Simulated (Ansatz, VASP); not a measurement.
## One calculation of Ti, two programs

The input INCAR:

```
PREC = Accurate
ENCUT = 600
EDIFF = 1E-7
ISMEAR = 0
SIGMA = 0.1
LREAL = F
LASPH = T
NELM = 80
ALGO = Fast
ISIF = 3
LWAVE = F
LCHARG = F
GGA = PS
IBRION = 2
NSW = 100
EDIFFG = -0.005
```

File KPOINTS:

```
Automatic mesh
0
Gamma
  18 18 18
```

POSCAR

```
Ti
1.0
   -1.6300483685      1.6300483685      1.6300483685
    1.6300483685     -1.6300483685      1.6300483685
    1.6300483685      1.6300483685     -1.6300483685
Ti
1
Direct
    0.0000000000      0.0000000000      0.0000000000
```

Input for Ansatz:

```yaml
crystal:
  lattice:
    - [-1.6300483685, 1.6300483685, 1.6300483685]
    - [1.6300483685, -1.6300483685, 1.6300483685]
    - [1.6300483685, 1.6300483685, -1.6300483685]
  atoms:
    - { symbol: Ti, position: [0.0, 0.0, 0.0] }
basis:
  ecutwfc: 420
kpoints:
  mp_grid: { grid: [18, 18, 18] }
hamiltonian:
  xc: pbesol
scf:
  occupations: { method: gaussian, width: 0.1 }
output:
  forces: true
  stress: true
  eigenvalues: true
  write_density: true
  write_potential: true
  elf: true
  volumetric_format: npy
relax:
  adjacent_minimum: "off"
  f_tol: 0.005
  max_steps: 80
  cell: { stress_tol: 0.05 }
```

Alike in both runs: task relaxation of cell and atoms; functional PBEsol; k mesh 18 × 18 × 18; occupations gaussian, width 0.1 eV; no spin polarisation.

|  | VASP | Ansatz |
| --- | --- | --- |
| version | VASP 6.6.1 | Ansatz 0.2.0 |
| potentials or method | VASP PAW PBE potentials, release 64 (Ti_sv) | scalar-relativistic, plane waves, PAW |
| plane-wave cutoff (eV) | 600 | 420 |
| valence electrons in the cell | 12 | 12 |

```csv
,VASP,Ansatz,Ansatz less VASP
"gap on the k mesh at the Fermi level, each at its own relaxed structure (eV)",none,none,-
relaxed volume (Å³/atom),16.49,16.54,+0.046
relaxed cell length with the largest relative difference (Å),2.777,2.780,+0.0026
energy change over the relaxation (meV/atom),-14,-12,+1.3
```

A gap of «none» marks a metal or a gap that the smearing closes.

Caveats: the PAW data sets were made with another functional, which shifts forces and pressure a little (VASP).
